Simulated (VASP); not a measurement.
Write the native input for VASP 6.6.1 that does the following.

| Quantity | Value |
| --- | --- |
| Task | band structure |
| Functional | LDA |
| Potentials or basis | VASP PAW LDA potentials, release 64 (Zr_sv, Se) |
| Cutoff | 520 eV |
| k mesh | 6 × 6 × 4 |
| Occupations | gaussian, width 0.02 eV |
| Spin | spin-orbit coupling, no magnetisation |
| Ladder | gaps |
| Further INCAR settings | ALGO = Fast; EDIFF = 1e-06; NBANDS = 37 |

The structure of ZrSe2 lies in POSCAR:

```
ZrSe2
1.0
    3.7980000000      0.0000000000      0.0000000000
   -1.8990000000      3.2891644836      0.0000000000
    0.0000000000      0.0000000000      6.1920000000
Zr Se
1 2
Direct
    0.0000000000      0.0000000000      0.0000000000
    0.6666666667      0.3333333333      0.7500000000
    0.3333333333      0.6666666667      0.2500000000
```

These files were run (other wordings do the same):

INCAR

```
PREC     = Accurate       # precision mode
ENCUT    = 520            # plane-wave cutoff, eV
EDIFF    = 1E-6           # SCF threshold, eV
ISMEAR   = 0              # smearing method
SIGMA    = 0.02           # smearing width, eV
LREAL    = False          # projectors in reciprocal space
LASPH    = True           # aspherical terms in the spheres
NELM     = 100            # most SCF steps
ALGO     = Fast           # electronic algorithm
ISIF     = 2              # what is computed and relaxed
LWAVE    = False          # write WAVECAR
LCHARG   = False          # write CHGCAR
MAGMOM   = 0 0 0 0 0 0 0 0 0 # initial moments
LORBIT   = 11             # projections on sites
LSORBIT  = True           # spin-orbit coupling
GGA_COMPAT= False        
LMAXMIX  = 4              # l up to which the mixer works
GGA      = CA             # functional
NBANDS   = 37             # bands
KPAR     = 2
```

KPOINTS

```
regular mesh
0
Gamma
  6 6 4
```

KPOINTS_OPT

```
path GMKGALHA,LM,KH
20
line-mode
reciprocal
 0.0000000000  0.0000000000  0.0000000000  G
 0.5000000000  0.0000000000  0.0000000000  M

 0.5000000000  0.0000000000  0.0000000000  M
 0.3333333333  0.3333333333  0.0000000000  K

 0.3333333333  0.3333333333  0.0000000000  K
 0.0000000000  0.0000000000  0.0000000000  G

 0.0000000000  0.0000000000  0.0000000000  G
 0.0000000000  0.0000000000  0.5000000000  A

 0.0000000000  0.0000000000  0.5000000000  A
 0.5000000000  0.0000000000  0.5000000000  L

 0.5000000000  0.0000000000  0.5000000000  L
 0.3333333333  0.3333333333  0.5000000000  H

 0.3333333333  0.3333333333  0.5000000000  H
 0.0000000000  0.0000000000  0.5000000000  A

 0.5000000000  0.0000000000  0.5000000000  L
 0.5000000000  0.0000000000  0.0000000000  M

 0.3333333333  0.3333333333  0.0000000000  K
 0.3333333333  0.3333333333  0.5000000000  H
```

Potentials or basis: VASP PAW LDA potentials, release 64 (Zr_sv, Se).

The run is started by

```console
$ cat potpaw_LDA.64/Zr_sv/POTCAR potpaw_LDA.64/Se/POTCAR > POTCAR
$ mpirun -np 2 vasp_ncl > vasp.out
```

Results of the run:

| Item | Value |
| --- | --- |
| Pressure | -2.9 GPa |
| Largest force | 0.058 eV/Å |
| Valence electrons inside the program's atomic spheres | Zr 9.67; Se 3.89 |

Wall time 4.3 min on 2 MPI ranks on AMD EPYC 9R14 (Zen 4) (shared host), peak memory 0.37 GiB a rank.
